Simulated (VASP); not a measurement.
Wanted: the native input for a VASP 6.6.1 run.

| Item | Value |
| --- | --- |
| Task | single point |
| Functional | RPBE |
| Potentials or basis | VASP PAW PBE potentials, release 64 (B) |
| Cutoff | 520 eV |
| k mesh | 34 × 34 × 5 |
| Occupations | fermi-dirac, width 0.1 eV |
| Spin | no spin polarisation |
| Dipole correction | no |
| Further INCAR settings | ALGO = Normal; EDIFF = 1e-07; NBANDS = 10 |

The structure of B lies in POSCAR:

```
B
1.0
    1.7244376408      0.0000000000      0.0000000000
   -0.8622188204      1.4934068042      0.0000000000
    0.0000000000      0.0000000000     10.6565596667
B
2
Direct
    0.3333333333      0.6666666667      0.2500000000
    0.6666666667      0.3333333333      0.7500000000
```

This isn't the form of B at room conditions, which is rhombohedral.

These files were run (other wordings do the same):

INCAR

```
PREC = Accurate ; ENCUT = 520
EDIFF = 1E-7 ; ISMEAR = -1
SIGMA = 0.1 ; LREAL = F
LASPH = T ; NELM = 80
ALGO = Normal ; ISIF = 2
LWAVE = F ; LCHARG = F
GGA = RP ; NBANDS = 10
```

KPOINTS

```
Automatic mesh
0
Gamma
  34 34 5
```

Potentials or basis: VASP PAW PBE potentials, release 64 (B).

Run with:

```console
$ cat potpaw_PBE.64/B/POTCAR > POTCAR
$ mpirun -np 1 vasp_std > vasp.out
```

Results of the run:

* Pressure: -0.9 GPa
* Band gap on the k mesh: none (metal or under the smearing width)

Caveat: the PAW data sets were made with another functional, which shifts forces and pressure a little; this functional lacks dispersion, which binds the layers, so the pressure and a relaxed spacing across them are unreliable.

Wall time 2.2 min on 1 thread of Intel(R) Xeon(R) Platinum 8175M CPU @ 2.50GHz (Skylake/Cascade Lake), on a shared host, peak memory 0.19 GiB.
